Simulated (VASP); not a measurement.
**HC60N3 (a cell with a defect): single point with LDA**

HC60N3 (a cell with a defect):

```
H C N
1.0
     7.14000    0.00000    0.00000
     0.00000    7.14000    0.00000
     0.00000    0.00000    7.14000
H C N
1 60 3
Cartesian
  3.8700 4.0821 3.9761
  4.5119 4.5119 4.5119
  3.5806 5.3600 5.3600
  5.3600 3.5806 5.3600
  5.3600 5.3600 3.5806
  3.5349 1.7886 5.3511
  3.5349 5.3511 1.7886
  1.7886 3.5349 5.3511
  5.3511 3.5349 1.7886
  1.7886 5.3511 3.5349
  5.3511 1.7886 3.5349
  4.4523 2.6844 6.2362
  4.4523 6.2362 2.6844
  2.6844 4.4523 6.2362
  6.2362 4.4523 2.6844
  2.6844 6.2362 4.4523
  6.2362 2.6844 4.4523
  3.6063 1.7924 1.7924
  1.7924 3.6063 1.7924
  1.7924 1.7924 3.6063
  0.9096 4.4463 4.4463
  4.4463 0.9096 4.4463
  4.4463 4.4463 0.9096
  7.1397 3.5697 3.5697
  3.5697 7.1397 3.5697
  3.5697 3.5697 7.1397
  0.9126 2.6940 2.6940
  2.6940 0.9126 2.6940
  2.6940 2.6940 0.9126
  4.4549 6.2537 6.2537
  6.2537 4.4549 6.2537
  6.2537 6.2537 4.4549
  0.0080 5.3509 5.3509
  5.3509 0.0080 5.3509
  5.3509 5.3509 0.0080
  0.8835 2.6778 6.2556
  0.8835 6.2556 2.6778
  2.6778 0.8835 6.2556
  6.2556 0.8835 2.6778
  2.6778 6.2556 0.8835
  6.2556 2.6778 0.8835
  7.1311 1.7816 5.3503
  7.1311 5.3503 1.7816
  1.7816 7.1311 5.3503
  5.3503 7.1311 1.7816
  1.7816 5.3503 7.1311
  5.3503 1.7816 7.1311
  0.8838 0.8838 4.4603
  0.8838 4.4603 0.8838
  4.4603 0.8838 0.8838
  0.0124 1.7876 1.7876
  1.7876 0.0124 1.7876
  1.7876 1.7876 0.0124
  0.8921 6.2432 6.2432
  6.2432 0.8921 6.2432
  6.2432 6.2432 0.8921
  7.1398 7.1398 3.5693
  7.1398 3.5693 7.1398
  3.5693 7.1398 7.1398
  0.8954 0.8954 0.8954
  7.1385 7.1385 7.1385
  4.5350 2.6047 2.6047
  2.6047 4.5350 2.6047
  2.6047 2.6047 4.5350
```

The cell was built by a generator and needn't be a form met in nature.

* Program: VASP 6.6.1
* Task: single point
* Functional: LDA
* Potentials or basis: VASP PAW LDA potentials, release 64 (H, C, N)
* Cutoff: 520 eV
* k mesh: 2 × 2 × 2
* Occupations: gaussian, width 0.03 eV
* Spin: no spin polarisation
* Further INCAR settings: ALGO = Normal; EDIFF = 1e-06; NBANDS = 166

```json
{
  "Pressure": "-12.1 GPa",
  "Largest force": "7.789 eV/Å",
  "Band gap on the k mesh": "3.58 eV, indirect (least direct gap 3.66 eV)"
}
```

Forces in eV/Å, atoms in the order of the input:
```
H   -4.507 -4.462 -4.521
C    4.536  3.924  4.204
C    0.195  0.440  0.457
C   -0.228 -0.222 -0.210
C    0.084  0.087 -0.007
C   -0.069  0.105 -0.110
C   -0.063 -0.074  0.061
C    0.072 -0.099 -0.078
C   -0.109 -0.097  0.111
C    0.036 -0.053 -0.082
C   -0.122  0.122 -0.085
C    0.007 -0.023  0.016
C    0.000  0.007  0.004
C    0.013 -0.018 -0.005
C    0.003 -0.009 -0.014
C    0.021  0.002 -0.011
C    0.017 -0.032  0.003
C    0.070  0.117  0.119
C    0.094  0.026  0.092
C    0.109  0.104  0.053
C   -0.012 -0.002  0.004
C    0.008 -0.007  0.005
C    0.008 -0.001 -0.008
C    0.007  0.000 -0.002
C   -0.003  0.019 -0.003
C   -0.003 -0.001  0.012
C   -0.012 -0.006 -0.001
C   -0.004 -0.010 -0.007
C    0.000 -0.008 -0.011
C   -0.062  0.032  0.039
C   -0.051  0.067 -0.057
C   -0.004 -0.017  0.002
C    0.007  0.011  0.001
C   -0.008 -0.004  0.001
C   -0.008  0.010  0.001
C   -0.001  0.002  0.004
C    0.000  0.004  0.000
C    0.005 -0.001  0.005
C    0.005 -0.002  0.006
C    0.001  0.003  0.001
C    0.004  0.004 -0.002
C    0.006  0.007  0.001
C    0.002  0.005  0.010
C    0.005 -0.003  0.006
C    0.001  0.002  0.002
C    0.009  0.008 -0.004
C   -0.001  0.004  0.007
C   -0.002 -0.003  0.003
C   -0.003  0.017 -0.004
C   -0.007  0.000  0.000
C   -0.006 -0.002 -0.005
C   -0.003 -0.005 -0.001
C   -0.005 -0.001 -0.006
C   -0.001  0.000  0.002
C   -0.002 -0.002 -0.003
C    0.001 -0.002 -0.001
C    0.000 -0.006 -0.008
C   -0.013 -0.036 -0.015
C    0.017  0.008  0.011
C   -0.001 -0.001 -0.001
C    0.001  0.005  0.003
N    0.217 -0.054 -0.060
N   -0.145  0.210 -0.136
N   -0.106 -0.093  0.212
```

Stress tensor (GPa, compression positive):
```
-12.07   0.18   0.12
  0.18 -12.10   0.27
  0.12   0.27 -12.08
```

Levels at points of the mesh, in eV from the valence-band top:
```tsv
k point	band 125	band 126	band 127	band 128	band 129	band 130	band 131	band 132
(0.00, 0.00, 0.00)	-1.47	-0.48	-0.03	0.00	3.66	3.82	3.82	4.01
(0.50, 0.00, 0.00)	-1.83	-1.28	-0.65	-0.55	3.59	3.72	4.56	4.95
(0.00, 0.50, 0.00)	-1.79	-1.27	-0.70	-0.50	3.58	3.72	4.56	4.92
(0.00, 0.00, 0.50)	-1.81	-1.27	-0.68	-0.52	3.59	3.72	4.56	4.94
(0.50, 0.50, 0.00)	-1.35	-1.26	-0.55	-0.29	4.90	4.93	5.14	5.38
(0.00, 0.50, 0.50)	-1.35	-1.27	-0.53	-0.30	4.90	4.93	5.14	5.38
(0.50, 0.00, 0.50)	-1.35	-1.27	-0.56	-0.26	4.90	4.92	5.15	5.36
(0.50, 0.50, 0.50)	-2.13	-1.15	-0.42	-0.36	4.81	4.82	5.02	5.34
```

It took 12 min on 1 thread of Intel(R) Xeon(R) Platinum 8488C (Sapphire Rapids), on a shared host, peak memory 0.47 GiB.

Caveat: the k mesh is coarse (spacing up to 0.44 Å⁻¹), so the values aren't converged.
